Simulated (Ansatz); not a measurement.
# InPd (Pm-3m) in Ansatz: notebook

Runs on InPd. Level: PBEsol. Tasks: relaxation of cell and atoms.

Program: Ansatz 0.2.0. These are calculated values, not measurements. Logs are shortened: lines on timing, memory, paths and dates and some standing lists are left out, and cuts for length are marked.

**1. The structure**

It takes space group Pm-3m (No. 221, cubic). The conventional cell has a = 3.272 Å, b = 3.272 Å, c = 3.272 Å, α = 90.00°, β = 90.00°, γ = 90.00°. In (site symmetry m-3m) is surrounded by 8 Pd at 2.83 Å. Around Pd (site symmetry m-3m) lie 8 In at 2.83 Å.

The cell comes from a database or a generator and needn't be the stable form of this composition.

**2. Relaxation of cell and atoms, PBEsol**

File input.yaml:

```yaml
crystal:
  lattice:
    - [3.27188478, 0.0, 0.0]
    - [0.0, 3.27188478, 0.0]
    - [0.0, 0.0, 3.27188478]
  atoms:
    - { symbol: In, position: [0.0, 0.0, 0.0] }
    - { symbol: Pd, position: [0.5, 0.5, 0.5] }
kpoints:
  mp_grid: { grid: [8, 8, 8] }
scf:
  occupations: { method: fermi_dirac, width: 0.05 }
hamiltonian:
  xc: pbesol
  pseudopotentials: { kind: all_electron, lapw: { basis_error: 0.001 } }
output:
  forces: true
  stress: true
relax:
  f_tol: 0.01
  max_steps: 60
  cell: {}
```

Potentials or basis: all-electron LAPW, scalar-relativistic.

Launch:

```sh
ansatz run input.yaml --threads 1 --pin off --max-ram 3072MiB --backend cpu --events-out ev --progress --plain --runs-dir out
```

Output:

```text
Warning: RAYON_NUM_THREADS=1 ignored (pool sized by the plan → 1); use --threads N
The last accepted step is kept in <dir> (removed where the run ends without a failure and the disk answers)
LAPW: plane waves up to 8.400 Å⁻¹, error target 1.0e-3 eV per atom; small_component_spin mean_spin; Pd in spheres of 1.371 Å, 28 of its electrons in bands, Dirac shells []; In in spheres of 1.378 Å, 21 of its electrons in bands, Dirac shells [] (how accurate: hamiltonian.pseudopotentials.lapw.basis_error, Limitations)
Engine: ansatz 0.2.0, x86_64-unknown-linux-gnu
Pseudopotentials: kind: all_electron
Pseudopotential: In, LAPW, valence charge 21, lapw/all_electron/scalar/gaussian/In, Koelling and Harmon's equation, gaussian nucleus
Pseudopotential: Pd, LAPW, valence charge 28, lapw/all_electron/scalar/gaussian/Pd, Koelling and Harmon's equation, gaussian nucleus
Functional definition: PBEsol
  exchange = pbesol_x
  correlation = pbesol_c
Crystal: 2 atoms, lattice volume = 35.026 Å³
Basis set: ecut = 268.8058528822701 eV, 365 PW (Γ), exchange–correlation at level 2
Bands: 30, of which v1, the nominal top of the filled ones, is band 25 counted from 1 (24 counted from 0)
Symmetry: 48 space group operations
Space group: Pm-3m (ITA 221), of the structure as read, at distance tolerance 3.3e-5 Å
k-points: 35 of 512
Non-local potential: In, projectors of the file, none
Non-local potential: Pd, projectors of the file, none
Initial density: superposition of atomic densities (chi_scale 0.1, normalization cell, long waves kept (reshape's long-wave potential 0.00 eV rms))
Initial wavefunctions: plane waves of lowest kinetic energy (no species holds an atomic orbital)
Functional: x = pbesol(κ = 0.804, μ = 0.12345679012345678), c = pbesol(β = 0.046)
iter 1 solved again at ethr=3.45e-3 eV; its pass at ethr=1.00e-1 eV (dr2=1.69e0 eV) is discarded
SCF iter   1: F=—  HF=-297216.757678 eV  |F-HF|=—  |Δ(HF+E_count)|=         —  Δρ=6.08e-2  dr2=1.69e0  ethr=3.45e-3  ⟨swp⟩=2.0  Hψ=6621  notcnv=0
preconditioner: auto → Kerker (q_TF=auto, 2.885 Å⁻¹)  [metal: Δε(μ)=0.094 eV  Ē_g=15.037 eV  σ=0.050 eV  W_gap=0.43  n_scr=18 (ndim 8)  ℏωp=30.1 eV  f_vac=0.000  D(μ)=1.69/eV (n_scr^D=18)]
SCF iter   2: F=—  HF=-297216.298214 eV  |F-HF|=—  |Δ(HF+E_count)|=   4.59e-1  Δρ=2.80e-2  dr2=4.75e-1  ethr=3.45e-3  ⟨swp⟩=2.7  Hψ=3024  notcnv=0
preconditioner: auto → Resta (q_TF=auto, 2.885 Å⁻¹)  ε∞=4.7  [insulator: Δε(μ)=0.249 eV  Ē_g=15.623 eV  σ=0.050 eV  W_gap=0.84  n_scr=18 (ndim 8)  ℏωp=30.1 eV  f_vac=0.000  D(μ)=0.45/eV (n_scr^D=0)  ε∞_Penn≈4.7]
iter 3 solved again at ethr=7.49e-5 eV; its pass at ethr=9.69e-4 eV (dr2=3.67e-2 eV) is discarded
SCF iter   3: F=—  HF=-297215.125404 eV  |F-HF|=—  |Δ(HF+E_count)|=    1.17e0  Δρ=1.07e-2  dr2=3.67e-2  ethr=7.49e-5  ⟨swp⟩=2.0  Hψ=5183  notcnv=0
SCF iter   4: F=—  HF=-297215.111541 eV  |F-HF|=—  |Δ(HF+E_count)|=   1.39e-2  Δρ=5.00e-3  dr2=9.72e-3  ethr=7.49e-5  ⟨swp⟩=2.0  Hψ=2961  notcnv=0
SCF iter   5: F=—  HF=-297215.110561 eV  |F-HF|=—  |Δ(HF+E_count)|=   9.80e-4  Δρ=1.84e-3  dr2=1.51e-3  ethr=1.98e-5  ⟨swp⟩=2.0  Hψ=2959  notcnv=0
[... 36 lines left out ...]
Basis set: ecut = 272.96933331573973 eV, 365 PW (Γ), exchange–correlation at level 2
iter 1 solved again at ethr=1.40e-9 eV; its pass at ethr=1.00e-1 eV (dr2=6.84e-7 eV) is discarded
SCF iter   1: F=—  HF=-297215.118249 eV  |F-HF|=—  |Δ(HF+E_count)|=         —  Δρ=1.56e-5  dr2=1.32e-7  ethr=1.40e-9  ⟨swp⟩=5.1  Hψ=5817  notcnv=0
preconditioner: auto → Kerker (q_TF=auto, 2.896 Å⁻¹)  [metal: Δε(μ)=0.099 eV  Ē_g=15.655 eV  σ=0.050 eV  W_gap=0.45  n_scr=18 (ndim 8)  ℏωp=30.4 eV  f_vac=0.000  D(μ)=1.36/eV (n_scr^D=6)]
SCF iter   2: F=—  HF=-297215.118249 eV  |F-HF|=—  |Δ(HF+E_count)|=   5.70e-8  Δρ=4.33e-5  dr2=1.10e-6  ethr=2.70e-10  ⟨swp⟩=3.0  Hψ=3088  notcnv=0
SCF iter   3: F=—  HF=-297215.118249 eV  |F-HF|=—  |Δ(HF+E_count)|=   4.75e-7  Δρ=2.06e-5  dr2=2.74e-7  ethr=2.70e-10  ⟨swp⟩=2.0  Hψ=2959  notcnv=0
SCF iter   4: F=-297215.118249 eV  HF=-297215.118249 eV  |F-HF|=1.26e-8  |Δ(HF+E_count)|=   6.63e-8  Δρ=6.56e-6  dr2=3.21e-8  ethr=2.70e-10  ⟨swp⟩=2.0  Hψ=2958  notcnv=0
SCF 4 converged in 4 iterations: F = -297215.118249 eV  dr2 = 3.21e-8
relax step   4: F+E_penalty+E_count = -297215.11824864 eV  Δ(F+E_penalty+E_count) = -4.774e-5 eV  max|allowed force component| = 1.578e-30 eV/Å  Δτ_max = 0.0000 Å  P = +0.013 GPa  Ω = 34.228 Å³  (4 SCF iters, accepted)
iter 1 solved again at ethr=4.69e-11 eV; its pass at ethr=1.00e-1 eV (dr2=2.30e-8 eV) is discarded
SCF iter   1: F=—  HF=-297215.118249 eV  |F-HF|=—  |Δ(HF+E_count)|=         —  Δρ=5.44e-6  dr2=2.00e-8  ethr=4.69e-11  ⟨swp⟩=5.7  Hψ=6156  notcnv=0  reapply=2
SCF iter   2: F=-297215.118249 eV  HF=-297215.118249 eV  |F-HF|=1.85e-8  |Δ(HF+E_count)|=   2.40e-8  Δρ=5.72e-6  dr2=2.26e-8  ethr=4.08e-11  ⟨swp⟩=2.0  Hψ=2958  notcnv=0
SCF 5 converged in 2 iterations: F = -297215.118249 eV  dr2 = 2.26e-8
relax step   5: F+E_penalty+E_count = -297215.11824938 eV  Δ(F+E_penalty+E_count) = -7.479e-7 eV  max|allowed force component| = 5.916e-31 eV/Å  Δτ_max = 0.0000 Å  P = +0.013 GPa  Ω = 34.228 Å³  stress off target by 1.32e-2 GPa  SCF on the basis re-selected at this cell (its energy is not comparable with the rows above)  (2 SCF iters)
basis re-selected at this cell: Δ(F+E_penalty+E_count) = -7.479e-7 eV, ΔP = -0.000 GPa vs the last step (what re-selecting the basis moved, after the strain that the cell walked since its last selection, with what the two solves' SCF thresholds leave and, on support functions, any second-order correction that the steps lacked; it is no measure of the basis error at this ecutwfc). This SCF's stress stands 1.32e-2 GPa from its target on what of the cell is left free (relax.cell.stress_tol is 5.00e-2 GPa) and its largest allowed force component is 5.92e-31 eV/Å (relax.f_tol is 1.00e-2 eV/Å): within both
SCF converged after 2 iterations
Free energy (F): -297215.118249 eV
Harris-Foulkes:  -297215.118249 eV  (|F-HF|=1.85e-8)
Internal energy: -297215.108158 eV  (E = F + TS)
E sigma→0 (E₀):  -297215.113204 eV
Entropy (-TS):   -0.010091 eV (-5.046 meV/atom)
Fermi energy:    20.228247 eV
--- Per-component energies (eV) ---
  E_band       = -3590.774504
  E_kinetic    = 311113.793093
  E_xc         = -8137.753014
  E_electrostatic = -600191.148237  (all electrons and nuclei)
  E_smearing   = -0.010091  (= −TS)
  E_closure    = 0.000000  (closes the sum)
  E_atoms      = -297206.643310  (free atoms, spherical and without spin; not in F)
  Σ components = -297215.118249   (vs F -297215.118249, Δ=0.00e0)
  Basis errors (estimates in eV, not in F): energy 2.9e-4 per atom: plane waves 2.6e-4 (1.4e-4 summed), levels above the bands 1.5e-42, relativity 2.0e-8, radial functions 2.7e-5, core shells 2.7e-7; eigenvalues (radial functions only) 1.5e-6; not estimated: angular momenta, meshes, grids; target (lapw.basis_error) 1.0e-3; muffin-tin radii Pd 1.360 Å, In 1.367 Å
--- Forces (eV/Å), atoms counted from 1 ---
  atom   1  In     0.00000000    -0.00000000    -0.00000000
  atom   2  Pd    -0.00000000    -0.00000000    -0.00000000
  max |Σ_I F_I| component: 5.26e-31 eV/Å
--- Stress (GPa, compression-positive) ---
        0.013161      -0.000000       0.000000
       -0.000000       0.013161       0.000000
        0.000000       0.000000       0.013161
  P = ⅓ Tr σ = 0.0132 GPa (0.132 kbar)
--- Relaxed structure (4 steps of the walk, 3 accepted, 1 SCFs on fresh bases) ---
  F+E_penalty+E_count = -297215.11824938 eV   max|allowed force component| = 5.916e-31 eV/Å   (the final SCF, on the basis selected at the relaxed cell)
  cell:  # Å, volume = 34.2280 Å³
    - [3.246836595517946, -9.62964972193618e-35, 9.62964972193618e-35]
    - [-1.6049416203226962e-34, 3.246836595517946, 0.0]
    - [-3.209883240645393e-35, 0.0, 3.246836595517946]
  atoms:
    - { symbol: In, position: [-4.444417466938309e-48, 4.0878061601946364e-119, 1.3941561959762368e-49] }
    - { symbol: Pd, position: [0.5, 0.5, 0.5] }
```

Run time: 21 s. Hardware: 1 thread of Intel Xeon 6975P-C (Granite Rapids), shared host; peak memory 0.4 GiB.

What came out:

| Item | Value |
| --- | --- |
| Free energy | -297215.1182 eV |
| Relaxed volume | 17.11 Å³/atom |
| Relaxed cell | a = 3.247 Å, b = 3.247 Å, c = 3.247 Å, α = 90.00°, β = 90.00°, γ = 90.00° |
| Space group after relaxing (to 0.05 Å) | Pm-3m (No. 221) |
| Energy gained by relaxing | 3.8 meV/atom |
| Ionic steps | 4 |
| Pressure after relaxing | 0.0 GPa |

Step by step:
```csv
step,energy change (eV),largest force (eV/Å),volume (Å³)
1,0.0000,0.0000,35.03
2,-0.0075,0.0000,34.29
3,-0.0076,0.0000,34.23
4,-0.0076,0.0000,34.23
```

Final structure:
```
CELL_PARAMETERS angstrom
3.24684 0.00000 0.00000
0.00000 3.24684 0.00000
0.00000 0.00000 3.24684
ATOMIC_POSITIONS crystal
In 0.00000 0.00000 0.00000
Pd 0.50000 0.50000 0.50000
```

**3. Relaxation of cell and atoms, PBEsol, target pressure 5 GPa, at which the enthalpy is minimised**

input.yaml, as its differences from that of step 2:

```diff
@@ -21,2 +21,2 @@
   max_steps: 60
-  cell: {}
+  cell: { p_target: 5 }
```

Potentials or basis: all-electron LAPW, scalar-relativistic.

Launch:

```sh
ansatz run input.yaml --threads 1 --pin off --max-ram 3072MiB --backend cpu --events-out ev --progress --plain --runs-dir out
```

Run time: 23 s. Hardware: 1 thread of Intel Xeon 6975P-C (Granite Rapids), shared host; peak memory 0.4 GiB.

Results (log left out):

| Quantity | Value |
| --- | --- |
| Free energy | -297215.1016 eV |
| Relaxed volume | 16.56 Å³/atom |
| Relaxed cell | a = 3.211 Å, b = 3.211 Å, c = 3.211 Å, α = 90.00°, β = 90.00°, γ = 90.00° |
| Space group after relaxing (to 0.05 Å) | Pm-3m (No. 221) |
| Energy change on relaxing (the enthalpy is what falls) | +4.5 meV/atom |
| Ionic steps | 4 |
| Pressure after relaxing | 5.0 GPa |

The path:
| step | energy change (eV) | largest force (eV/Å) | volume (Å³) |
| --- | --- | --- | --- |
| 1 | 0.0000 | 0.0000 | 35.03 |
| 2 | 0.0002 | 0.0000 | 33.47 |
| 3 | 0.0091 | 0.0000 | 33.12 |
| 4 | 0.0091 | 0.0000 | 33.12 |

Final structure:
```
In Pd
1.0
     3.21150    0.00000    0.00000
     0.00000    3.21150    0.00000
     0.00000    0.00000    3.21150
In Pd
1 1
Cartesian
  0.0000 0.0000 0.0000
  1.6057 1.6057 1.6057
```

**4. Relaxation of cell and atoms, PBEsol, target pressure 10 GPa, at which the enthalpy is minimised**

input.yaml, as its differences from that of step 3:

```diff
@@ -21,2 +21,2 @@
   max_steps: 60
-  cell: { p_target: 5 }
+  cell: { p_target: 10 }
```

Launch:

```sh
ansatz run input.yaml --threads 1 --pin off --max-ram 3072MiB --backend cpu --events-out ev --progress --plain --runs-dir out
```

Run time: 30 s. Hardware: 1 thread of Intel Xeon 6975P-C (Granite Rapids), shared host; peak memory 0.4 GiB.

Results (log left out):

- Free energy: -297215.0589 eV
- Relaxed volume: 16.10 Å³/atom
- Relaxed cell: a = 3.181 Å, b = 3.181 Å, c = 3.181 Å, α = 90.00°, β = 90.00°, γ = 90.00°
- Space group after relaxing (to 0.05 Å): Pm-3m (No. 221)
- Energy change on relaxing (the enthalpy is what falls): +25.9 meV/atom
- Ionic steps: 6
- Pressure after relaxing: 10.0 GPa

Step by step:
```
step  energy change (eV)  largest force (eV/Å)  volume (Å³)
   1              0.0000                0.0000        35.03
   2              0.2679                0.0000        30.15
   3              0.0319                0.0000        32.56
   4              0.0492                0.0000        32.24
   5              0.0518                0.0000        32.20
   6              0.0518                0.0000        32.20
```

Final structure:
```cif
data_structure
_symmetry_space_group_name_H-M 'P 1'
_symmetry_Int_Tables_number 1
_cell_length_a 3.1814
_cell_length_b 3.1814
_cell_length_c 3.1814
_cell_angle_alpha 90.000
_cell_angle_beta 90.000
_cell_angle_gamma 90.000
_cell_volume 32.20
loop_
_atom_site_label
_atom_site_type_symbol
_atom_site_fract_x
_atom_site_fract_y
_atom_site_fract_z
_atom_site_occupancy
In1 In 0.00000 0.00000 0.00000 1
Pd1 Pd 0.50000 0.50000 0.50000 1
```

**5. Relaxation of cell and atoms, PBEsol, target pressure 20 GPa, at which the enthalpy is minimised**

input.yaml, as its differences from that of step 4:

```diff
@@ -21,2 +21,2 @@
   max_steps: 60
-  cell: { p_target: 10 }
+  cell: { p_target: 20 }
```

Launch:

```sh
ansatz run input.yaml --threads 1 --pin off --max-ram 3072MiB --backend cpu --events-out ev --progress --plain --runs-dir out
```

Run time: 25 s. Hardware: 1 thread of Intel Xeon 6975P-C (Granite Rapids), shared host; peak memory 0.4 GiB.

Results (log left out):

```yaml
Free_energy: -297214.9234 eV
Relaxed_volume: 15.36 Å³/atom
Relaxed_cell: a = 3.132 Å, b = 3.132 Å, c = 3.132 Å, α = 90.00°, β = 90.00°, γ = 90.00°
Space_group_after_relaxing_to_0.05_Å: Pm-3m (No. 221)
Energy_change_on_relaxing_the_enthalpy_is_what_falls: +93.7 meV/atom
Ionic_steps: 5
Pressure_after_relaxing: 20.0 GPa
```

Step by step:
```csv
step,energy change (eV),largest force (eV/Å),volume (Å³)
1,0.0000,0.0000,35.03
2,0.2679,0.0000,30.15
3,0.1694,0.0000,30.88
4,0.1873,0.0000,30.73
5,0.1873,0.0000,30.73
```

Final structure:
```cif
data_structure
_symmetry_space_group_name_H-M 'P 1'
_symmetry_Int_Tables_number 1
_cell_length_a 3.1322
_cell_length_b 3.1322
_cell_length_c 3.1322
_cell_angle_alpha 90.000
_cell_angle_beta 90.000
_cell_angle_gamma 90.000
_cell_volume 30.73
loop_
_atom_site_label
_atom_site_type_symbol
_atom_site_fract_x
_atom_site_fract_y
_atom_site_fract_z
_atom_site_occupancy
In1 In 0.00000 0.00000 0.00000 1
Pd1 Pd 0.50000 0.50000 0.50000 1
```

**6. Summary**

```csv
cell,pressure (GPa)
relaxed,0.0
relaxed to 5 GPa,5.0
relaxed to 10 GPa,10.0
relaxed to 20 GPa,20.0
```

Alike in all rows: task relaxation of cell and atoms; level PBEsol; potentials or basis all-electron LAPW, scalar-relativistic; no spin polarisation; k mesh 8 × 8 × 8; smearing fermi-dirac 0.05 eV; basis error allowed 0.001 eV/atom.

Compare energies only between runs with the same functional and basis.
